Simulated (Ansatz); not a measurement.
TiAl under changes of volume

One of the cells (16.653 Å³/atom); the others are scaled copies at fixed shape and fractional positions:

```
Ti Al
1.0
     2.86726    0.00000    0.00000
    -1.43363    2.48312    0.00000
     0.00000    0.00000    4.67808
Ti Al
1 1
Direct
  0.00000 0.00000 0.00000
  0.33333 0.66667 0.50000
```

The cell comes from a database or a generator and needn't be the stable form of this composition.

```yaml
Program: Ansatz 0.2.0
Functional: PBEsol
Potentials_or_basis: all-electron LAPW, scalar-relativistic
Cutoff: 242 eV (chosen from the basis error)
Basis_error_allowed: 0.0005 eV/atom
k_mesh: 11 × 11 × 6
Occupations: fermi-dirac, width 0.05 eV
Spin: no spin polarisation
```

```csv
volume (Å³/atom),energy over the lowest point (meV/atom),pressure (GPa)
15.654,?,?
15.987,0.69,1.6
16.320,0.00,-0.7
16.653,3.91,-2.9
16.986,12.00,-4.8
17.320,23.88,-6.5
17.653,39.19,-8.1
```

**Question.** What does the run at 15.654 Å³/atom give?

**Answer.** Energy over the lowest point 6.46 meV/atom; pressure 4.2 GPa.

Worked out: A Birch-Murnaghan fit of order 3 (a polynomial in V^(-2/3)) to the other rows has its minimum at 16.20 Å³/atom with B0 = V·E''(V) = 111 GPa and B' = 3.8 at fixed shape and positions, which overstates the stiffness. It gives 6.45 meV/atom at 15.654 Å³/atom, against the run's 6.46, and -dE/dV = 4.1 GPa, against 4.2.

Energies are extrapolated to zero smearing.
